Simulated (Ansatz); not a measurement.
Write a Python script for Ansatz 0.2.0 through its Python package that makes a convergence test of the k-point mesh of LiCl, space group P6_3mc. Level of theory (first run): PBEsol, PAW, cutoff 422 eV, 2×2×1 k-points, Fermi-Dirac smearing of 0.05 eV. The script varies mesh: (2, 2, 1), (3, 3, 2), (4, 4, 2), (5, 5, 3), (7, 7, 4), (8, 8, 5).

```
CELL_PARAMETERS angstrom
3.92488 0.00000 0.00000
-1.96244 3.39905 0.00000
0.00000 0.00000 6.35716
ATOMIC_POSITIONS crystal
Li 0.66667 0.33333 0.87602
Li 0.33333 0.66667 0.37602
Cl 0.66667 0.33333 0.49898
Cl 0.33333 0.66667 0.99898
```

`kconv_licl.py`
```python
import logging
import sys

import ansatz as az
from pymatgen.core import Lattice, Structure
from pymatgen.io.ase import AseAtomsAdaptor

logging.basicConfig(stream=sys.stdout, format="[%(levelname)s] %(message)s")
logger = logging.getLogger("ansatz_job")
logger.setLevel(logging.INFO)


def main() -> None:
    pmg_structure = Structure(
        Lattice([[3.92488, 0.0, 0.0], [-1.96244, 3.39905, 0.0], [0.0, 0.0, 6.35716]]),
        ["Li", "Li", "Cl", "Cl"],
        [
            [2 / 3, 1 / 3, 0.87602],
            [1 / 3, 2 / 3, 0.37602],
            [2 / 3, 1 / 3, 0.49898],
            [1 / 3, 2 / 3, 0.99898],
        ],
    )
    structure = az.Crystal.from_ase(AseAtomsAdaptor.get_atoms(pmg_structure))

    calculation = (
        structure.calculation()
        .functional(az.Functional.PBESOL)
        .pseudopotentials("paw")
        .basis(31 * az.Ry)
        .occupations(az.OccupationsMethod.FERMI_DIRAC, width=0.05)
    )

    rows = []
    for value in [(2, 2, 1), (3, 3, 2), (4, 4, 2), (5, 5, 3), (7, 7, 4), (8, 8, 5)]:
        r = calculation.kpoints(mesh=value).run(threads=1).report
        rows.append((value, r["free_energy_ev"] / len(r["lattice"]["sites"]), r["n_iterations"], r["n_kpoints"]))

    logger.info("        mesh   F/atom (eV)    iterations      k-points")
    for row in rows:
        logger.info(f"{str(row[0]):>12s}  {row[1]:12.5f}  {row[2]:12d}  {row[3]:12d}")

    for row in rows[:-1]:
        shift = 1000 * (row[1] - rows[-1][1])
        logger.info(f"{row[0]}: {shift:+.2f} meV/atom" + ("  (within 5 meV)" if abs(shift) < 5 else ""))


if __name__ == "__main__":
    main()
```

`python kconv_licl.py` gives:
```text
[INFO]         mesh   F/atom (eV)    iterations      k-points
[INFO]    (2, 2, 1)    -633.67233             7             2
[INFO]    (3, 3, 2)    -633.71786             6             6
[INFO]    (4, 4, 2)    -633.72142             6             8
[INFO]    (5, 5, 3)    -633.72173             6            10
[INFO]    (7, 7, 4)    -633.72177             6            24
[INFO]    (8, 8, 5)    -633.72177             6            30
[INFO] (2, 2, 1): +49.44 meV/atom
[INFO] (3, 3, 2): +3.91 meV/atom  (within 5 meV)
[INFO] (4, 4, 2): +0.35 meV/atom  (within 5 meV)
[INFO] (5, 5, 3): +0.04 meV/atom  (within 5 meV)
[INFO] (7, 7, 4): +0.00 meV/atom  (within 5 meV)
```

From 3×3×2 on it stays within 5 meV an atom of the value at 8×8×5; the first row (2×2×1) is off by 49.4 meV and the last but one by 0.00 meV.

The structure comes from a database of computed cells and needn't be a stable or known phase. Shifts are counted from the finest mesh, which is itself no proven limit. Hardware and time: 8.7 s on 1 thread of Arm Neoverse V1, on a shared host, peak memory 0.45 GiB.

(Lines on the test bed's own set-up are left out of the output.)
